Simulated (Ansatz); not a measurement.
## CdSe, explained

**The experiment.** The Crystallography Open Database holds a cell as deposited of hexagonal CdSe (space group P6_3mc), temperature not stated (1993, doi:10.1103/PhysRevB.48.4335): a, c = 4.298, 7.015 Å, 28.06 Å³/atom.

From “Alloy Disordering Effects on the Thermal Conductivity and Energy Gap Temperature Dependence of Cd1−xZnxSe Ternary Crystals Grown by the Bridgman Method”, 2023, pmc:10253836, for a bulk crystal of CdSe at 300 K: band gap 1.74 ± 0.003 eV (an exciton energy, a little under the gap).

The computed numbers are results of PBE, scalar-relativistic (no spin polarisation) in the plane-wave PAW code Ansatz at 420 eV, Γ-centred 10×10×6 mesh, 0.05 eV Gaussian smearing. The datasets are Ansatz's generated set soft_2.

The chain of runs began from a cell as deposited in COD, expanded in volume. Of that entry: the entry's cell lengths or inner coordinates differ somewhat from later room-temperature determinations.

The relaxed structure (symmetry read at 0.01 Å). It takes space group P6_3mc (No. 186, hexagonal). Conventional cell: a = 4.383 Å, b = 4.383 Å, c = 7.154 Å, α = 90.00°, β = 90.00°, γ = 120.00°. Around Cd (site symmetry 3m) lie 4 Se at 2.68 to 2.69 Å. Se (site symmetry 3m) has 4 Cd at 2.68 to 2.69 Å as nearest neighbours. (Neighbours are counted to 15 % beyond the shortest distance.)

Problem. Should it be a metal or an insulator?

Solution. Formal charges Cd²⁺, Se²⁻ balance and leave closed shells on every ion, so a band insulator is expected, and the gap is 0.54 eV.

Problem. What kind of gap is it?

Solution. It is direct, 0.54 eV. Within 0.6 eV of the edges the projected states are 95 % Se 4p at the top of the valence band and 60 % Cd 5s at the bottom of the conduction band. The lowest excitation takes an electron from Se back to Cd, as in polar semiconductors.

Problem. What fixes the bond lengths?

Solution. Shannon's ionic radii give a check on the bond lengths: Cd²⁺ with 4 neighbours 0.78 Å + Se²⁻ 1.98 Å (six-fold value) = 2.76 Å against a computed mean of 2.68 Å. Sums and bonds agree within 3 %, so ion sizes set the bond lengths.

Problem. How ionic is it?

Solution. Bader charges against formal ones: Cd +0.73 (+2), Se −0.73 (−2). The cations give up 36 % of the formal charge; Bader charges stay under formal ones because the anions' density reaches into the cations' basins, the more so the higher the formal charge and the softer the anion.

Problem. How stiff is it, in energy terms?

Solution. B0·V0 = 44.6 GPa × 29.76 Å³ = 8.28 eV/atom sets the scale: near the minimum ΔE ≈ ½ B0 V0 x², with x = V/V0 − 1, and a pressure of 0.4 GPa squeezes the volume by about 1 %. At the ends of the curve: x = −4.0 % predicts 6.6 meV/atom and the run gives 7.1; x = +4.0 % predicts 6.7 meV/atom and the run gives 6.2. The lopsidedness is anharmonic: atoms resist being pushed together more than being pulled apart.

All results together:

- Volume: 29.76 Å³/atom
- Band gap: 0.54 eV
- Smallest direct gap: 0.54 eV
- Bader charges: Cd 0.73; Se -0.73 e
- Formation energy from the elements (0 K, uncorrected): -0.63 eV/atom
- Bulk modulus (Birch–Murnaghan): 45 GPa
- Pressure derivative B0′: 4.7

**Comparison.** The computed cell (4.383, 7.154 Å, 29.76 Å³/atom) differs from the database's by +6.0 % in volume, about +2.0 % in length. PBE usually overestimates volumes, but by less than this. The static lattice also lacks zero-point motion and thermal expansion, roughly 0.9 to 2.3 % in volume at 300 K (room temperature assumed) by Grüneisen's rule, γ·3k_BT/(B0·V0) with γ of 1 to 2.5, so its own overestimate is larger than the figure. The database's entry may also be off. Against the measured gap of CdSe, 1.74 eV (an exciton energy, a little under the gap; 300 K; “Alloy Disordering Effects on the Thermal Conductivity and Energy Gap Temperature Dependence of Cd1−xZnxSe Ternary Crystals Grown by the Bridgman Method”, 2023, pmc:10253836), the calculated 0.54 eV is off by -1.20 eV. So large a miss can be the level of theory's own, or it may mean another phase, state or a wrong row. Kohn–Sham gaps of semilocal functionals mostly fall below measured ones. Temperature and excitons aren't in the calculation.

Semilocal functionals underestimate band gaps, commonly by a third or more.
